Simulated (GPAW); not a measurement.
Crystal: CoO.

```
Co O
1.0
     1.60222    0.92504    2.56647
    -1.60222    0.92504    2.56647
     0.00000   -1.85008    2.56647
Co O
1 1
Cartesian
  0.0000 0.0000 7.6915
  0.0000 0.0000 5.7824
```

Measurements of this composition are mostly on another form, of space group No. 225.

| Quantity | Value |
| --- | --- |
| Program | GPAW 26.7.0 |
| Task | relaxation of cell and atoms |
| Functional | BP86 |
| Dispersion | D3(BJ) |
| Potentials or basis | PAW data sets generated in the run's folder for this functional |
| Cutoff | 800 eV |
| Basis | pw |
| k mesh | 6 × 6 × 6 |
| Occupations | fermi-dirac, width 0.05 eV |
| Spin | collinear spin, ferromagnetic start |
| Starting moments | [2.0, 0.0] μB |

At the start: pressure -6.3 GPa; volume 11.41 Å³/atom.

Question: Where does the relaxation end?

Answer: Over 27 steps the energy falls by 16.0 meV/atom and the volume is 10.34 Å³/atom (-9.4 %); space group F-43m (No. 216, to 0.05 Å); moment 1.65 μB per cell.

The path:
```
step  energy change (eV)  largest force (eV/Å)  pressure (GPa)  volume (Å³)
   1              0.0000                0.2946           -6.27        22.82
   2             -0.0078                0.2340           -5.45        22.67
   3             -0.0182                0.1248           -3.86        22.39
   4             -0.0242                0.0022           -1.74        22.02
   5             -0.0219                0.0927           -0.40        21.61
   6             -0.0220                0.0893           -0.39        21.61
   7             -0.0220                0.0818           -0.39        21.61
   8             -0.0221                0.0714           -0.40        21.60
   9             -0.0222                0.0580           -0.41        21.59
  10             -0.0222                0.0427           -0.46        21.58
  11             -0.0222                0.0264           -0.57        21.56
  12             -0.0221                0.0113           -0.84        21.54
  13             -0.0224                0.0010           -1.43        21.52
  14             -0.0232                0.0111           -1.95        21.47
  15             -0.0245                0.0246           -2.12        21.40
  16             -0.0260                0.0383           -2.00        21.30
  17             -0.0274                0.0454           -1.64        21.17
  18             -0.0286                0.0364           -1.51        20.99
  19             -0.0314                0.0052           -0.79        20.77
  20             -0.0317                0.0342            1.29        20.52
  21             -0.0318                0.0318            1.22        20.53
  22             -0.0319                0.0272            1.09        20.54
  23             -0.0320                0.0211            0.90        20.56
  24             -0.0320                0.0137            0.68        20.59
  25             -0.0321                0.0058            0.42        20.62
  26             -0.0321                0.0012            0.16        20.65
  27             -0.0320                0.0058           -0.10        20.68
```

Final structure:
```cif
data_structure
_symmetry_space_group_name_H-M 'P 1'
_symmetry_Int_Tables_number 1
_cell_length_a 3.0770
_cell_length_b 3.0770
_cell_length_c 3.0770
_cell_angle_alpha 60.170
_cell_angle_beta 60.170
_cell_angle_gamma 60.170
_cell_volume 20.68
loop_
_atom_site_label
_atom_site_type_symbol
_atom_site_fract_x
_atom_site_fract_y
_atom_site_fract_z
_atom_site_occupancy
Co1 Co 0.00023 0.00023 0.00023 1
O1 O 0.74978 0.74978 0.74978 1
```

Caveat: the k mesh is coarse (spacing up to 0.40 Å⁻¹), so the values aren't converged; each step starts from the last one's moments, so a moment once lost doesn't come back; later steps reuse the first step's grids; a cell with one magnetic atom can't hold antiferromagnetic order, which such compounds often take; pairwise dispersion overbinds metals, which lowers pressure and volume.
